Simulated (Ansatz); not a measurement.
Fitting the wPBEh energy curve of Os

Space group Fm-3m (No. 225). a = 3.890 Å, b = 3.890 Å, c = 3.890 Å, α = 90.00°, β = 90.00°, γ = 90.00°
```
atom  site  symmetry       x       y       z
  Os    4a      m-3m  0.0000  0.0000  0.0000
```

This isn't the form of Os at room conditions, which is hcp.

The cell was scaled at fixed shape and fractions and run with Ansatz, Ansatz PAW polarizable, cutoff 420 eV; wPBEh, k mesh 8 × 8 × 8 on the cell of 1 atom, fermi-dirac occupations of 0.05 eV, collinear spin, zero start, no spin-orbit coupling. The potentials were made for PBE. Energies are those that the program minimises, any entropy of the smearing included. For a metal such a mesh isn't converged to the digits shown. The magnetic state is the one that the start led to, which needn't be the lowest.

| V (Å³/atom) | energy over the lowest row (meV/atom) |
| --- | --- |
| 13.8330 | 1.02 |
| 14.1273 | 0.00 |
| 14.4216 | 14.98 |
| 14.7160 | 44.20 |
| 15.0103 | 85.96 |
| 15.3046 | ? |
| 15.5989 | 201.43 |

Fit the third-order Birch-Murnaghan form, give V0, B0 and B′, and predict the energy left open.

With y = (V0/V)^(2/3), E = E0 + (9 V0 B0/16) [(y - 1)³ B′ + (y - 1)² (6 - 4y)]. Least squares through the rows shown give V0 = 13.9966 Å³/atom, E0 = -1.65 meV, B0 = 438.2 GPa (1 eV/Å³ = 160.218 GPa) and B′ = 4.85, with a largest miss of 0.02 meV. At V = 15.3046 the form with these constants gives 138.79 meV; the run gave 138.78 meV an atom.
